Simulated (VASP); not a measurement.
Set up this calculation in VASP 6.6.1, as the native input.

| Quantity | Value |
| --- | --- |
| Task | relaxation of cell and atoms |
| Functional | PBEsol |
| Potentials or basis | VASP PAW PBE potentials, release 64 (Si, C) |
| Cutoff | 600 eV |
| k mesh | 10 × 10 × 10 |
| Occupations | gaussian, width 0.03 eV |
| Spin | no spin polarisation |
| Further INCAR settings | ALGO = Normal; EDIFF = 1e-06; IBRION = 2; EDIFFG = -0.01; NSW = 90; ISIF = 3 |

The structure of SiC (Moissanite 3C) lies in POSCAR:

```
SiC
1.0
    0.0000000000      2.1790000000      2.1790000000
    2.1790000000      0.0000000000      2.1790000000
    2.1790000000      2.1790000000      0.0000000000
Si C
1 1
Direct
    0.0000000000      0.0000000000      0.0000000000
    0.2500000000      0.2500000000      0.2500000000
```

The input as run:

INCAR

```
ALGO = Normal ; EDIFF = 1E-6
EDIFFG = -0.01 ; ENCUT = 600
GGA = PS ; IBRION = 2
ISIF = 3 ; ISMEAR = 0
KPAR = 4 ; LASPH = T
LCHARG = F ; LREAL = F
LWAVE = F ; NELM = 80
NSW = 90 ; PREC = Accurate
SIGMA = 0.03
```

KPOINTS

```
k-points
0
Gamma
  10 10 10
```

Potentials or basis: VASP PAW PBE potentials, release 64 (Si, C).

Launch:

```bash
$ cat potpaw_PBE.64/Si/POTCAR potpaw_PBE.64/C/POTCAR > POTCAR
$ mpirun -np 4 vasp_std > vasp.out
```

Results of the run:

* Pressure after relaxing: 0.0 GPa
* Band gap on the k mesh: 1.23 eV, indirect (least direct gap 4.44 eV)

Caveat: the relaxation stopped at its first step, so nothing moved; the PAW data sets were made with another functional, which shifts forces and pressure a little.

Run time: 2.9 s on 4 MPI ranks on Intel(R) Xeon(R) 6975P-C (Granite Rapids), with other jobs on the host, peak memory 0.14 GiB a rank.
